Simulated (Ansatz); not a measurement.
SrVO3:

```
Sr V O
1.0
     3.84090    0.00000    0.00000
     0.00000    3.84090    0.00000
     0.00000    0.00000    3.84090
Sr V O
1 1 3
Cartesian
  1.9204 1.9204 1.9204
  0.0000 0.0000 0.0000
  0.0000 0.0000 1.9204
  0.0000 1.9204 0.0000
  1.9204 0.0000 0.0000
```

Base run:

```yaml
Program: Ansatz 0.2.0
Functional: PBE
Potentials_or_basis: Ansatz PAW
Cutoff: 600 eV
Density_cutoff: 2400 eV
k_mesh: 7 × 7 × 7
Occupations: fermi-dirac, width 0.05 eV
Spin: collinear spin, ferromagnetic start
Starting_moments: "[0.0, 2.0, 0.0, 0.0, 0.0] μB"
```

Its results: band gap on the k mesh none (metal or under the smearing width); pressure 2.3 GPa; net moment 0.00 μB per cell.

**Question.** The run is repeated on the same cell with these changes: functional from PBE to revPBE; cutoff from 600 eV to 420 eV; density cutoff from 2400 eV to 1680 eV. What comes out?

**Answer.** Band gap on the k mesh none (metal or under the smearing width); pressure 6.0 GPa; net moment 0.00 μB per cell.

revPBE binds less tightly than PBE, so the same cell stands under more pressure.

Caveats: semilocal functionals often make such compounds metallic where correlation or magnetic order opens a gap, which also shifts bond lengths; the potentials were made for another functional, which shifts forces and pressure (some runs); the PAW data sets come from PBE, with cores solved anew for the run's functional, which leaves a small shift of forces and pressure (some runs).

Not every run made on this cell is shown here.
